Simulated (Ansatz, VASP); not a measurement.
**Two plane-wave programs on Co**

File INCAR:

```
  ALGO = Normal
  EDIFF = 1E-7
  ENCUT = 520
  GGA = PS
  ISIF = 2
  ISMEAR = -1
  ISPIN = 2
  LASPH = T
  LCHARG = F
  LMAXMIX = 4
  LORBIT = 11
  LREAL = F
  LWAVE = F
  MAGMOM = 2 2 2 2
  NBANDS = 30
  NELM = 100
  PREC = Accurate
  SIGMA = 0.05
```

KPOINTS

```
k-points
0
Gamma
  12 12 4
```

File POSCAR:

```
Co
1.0
    2.4705617809      0.0000000000      0.0000000000
   -1.2352808905      2.1395692639      0.0000000000
    0.0000000000      0.0000000000      8.0882338000
Co
4
Direct
    0.6666666667      0.3333333333      0.7500000000
    0.0000000000      0.0000000000      0.5000000000
    0.3333333333      0.6666666667      0.2500000000
    0.0000000000      0.0000000000      0.0000000000
```

File input.yaml:

```yaml
crystal:
  lattice:
    - [2.4705617809, 0.0, 0.0]
    - [-1.2352808905, 2.1395692639, 0.0]
    - [0.0, 0.0, 8.0882338]
  atoms:
    - { symbol: Co, position: [0.6666666667, 0.3333333333, 0.75], spin: 2.0 }
    - { symbol: Co, position: [0.0, 0.0, 0.5], spin: 2.0 }
    - { symbol: Co, position: [0.3333333333, 0.6666666667, 0.25], spin: 2.0 }
    - { symbol: Co, position: [0.0, 0.0, 0.0], spin: 2.0 }
hamiltonian:
  xc: pbesol
  pseudopotentials: { kind: paw }
magnetization:
  spin_polarized: true
kpoints:
  mp_grid: { grid: [12, 12, 4] }
scf:
  occupations: { method: fermi_dirac, width: 0.05 }
output:
  forces: true
  stress: true
  eigenvalues: true
  write_density: true
  write_potential: true
  elf: true
  volumetric_format: npy
```

Alike in both runs: task single point; functional PBEsol; k mesh 12 × 12 × 4; occupations fermi-dirac, width 0.05 eV; collinear spin, ferromagnetic start.

|  | VASP | Ansatz |
| --- | --- | --- |
| version | VASP 6.6.1 | Ansatz 0.2.0 |
| potentials or method | VASP PAW PBE potentials, release 64 (Co) | Ansatz PAW |
| plane-wave cutoff (eV) | 520 | 420 |
| valence electrons in the cell | 36 | 68 |

|  | VASP | Ansatz | Ansatz less VASP |
| --- | --- | --- | --- |
| gap on the k mesh at the Fermi level (eV) | none | none | - |
| pressure (GPa) | -6.5 | -5.7 | +0.81 |
| largest component of the traceless stress (GPa) | 2.59 | 2.66 | +0.067 |
| net moment per atom (μB) | 1.64 | 1.65 | +0.010 |
| size of the moment on the site where the two differ most (μB) | 1.66 | 1.72 | +0.063 |

Site moments also hang on the region over which each program counts them. A gap of «none» marks a metal or a gap that the smearing closes. The functional is the same, so the differences come from potentials, cutoffs and numerics. The two sets of potentials don't hold the same shells in valence.

Caveats: the PAW data sets were made with another functional, which shifts forces and pressure a little (VASP); the PAW data sets come from PBE, with cores solved anew for the run's functional, which leaves a small shift of forces and pressure (Ansatz).
